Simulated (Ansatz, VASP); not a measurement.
## Pt: VASP beside Ansatz

Contents of INCAR:

```
PREC = Accurate ; ENCUT = 520
EDIFF = 1E-6 ; ISMEAR = -1
SIGMA = 0.05 ; LREAL = F
LASPH = T ; NELM = 60
ALGO = Fast ; ISIF = 2
LWAVE = F ; LCHARG = F
NBANDS = 11
```

Contents of KPOINTS:

```
regular mesh
0
Gamma
  12 12 12
```

File POSCAR:

```
Pt
1.0
   -1.5735873306      1.5735873306      1.5735873306
    1.5735873306     -1.5735873306      1.5735873306
    1.5735873306      1.5735873306     -1.5735873306
Pt
1
Direct
    0.0000000000      0.0000000000      0.0000000000
```

input.yaml

```yaml
crystal:
  lattice:
    - [-1.5735873306, 1.5735873306, 1.5735873306]
    - [1.5735873306, -1.5735873306, 1.5735873306]
    - [1.5735873306, 1.5735873306, -1.5735873306]
  atoms:
    - { symbol: Pt, position: [0.0, 0.0, 0.0] }
kpoints:
  mp_grid: { grid: [12, 12, 12] }
scf:
  occupations: { method: fermi_dirac, width: 0.05 }
hamiltonian:
  xc: lda
  pseudopotentials: { kind: all_electron, lapw: { basis_error: 0.001 } }
output:
  forces: true
  stress: true
  eigenvalues: true
```

Change from the starting cell: volume scaled by 0.98.

Alike in both runs: task single point; functional LDA; k mesh 12 × 12 × 12; occupations fermi-dirac, width 0.05 eV; no spin polarisation.

|  | VASP | Ansatz |
| --- | --- | --- |
| version | VASP 6.6.1 | Ansatz 0.2.0 |
| potentials or method | VASP PAW LDA potentials, release 64 (Pt) | all-electron LAPW, scalar-relativistic |
| plane-wave cutoff (eV) | 520 | see its input |

|  | VASP | Ansatz | Ansatz less VASP |
| --- | --- | --- | --- |
| gap on the k mesh at the Fermi level (eV) | none | none | - |
| pressure (GPa) | -11.1 | -11.7 | -0.62 |

A gap of «none» marks a metal or a gap that the smearing closes. Ansatz ran all-electron here, so the differences hold the error of VASP's frozen core and of both bases.

The runs have no spin-orbit coupling, so splittings on Pt are missing.
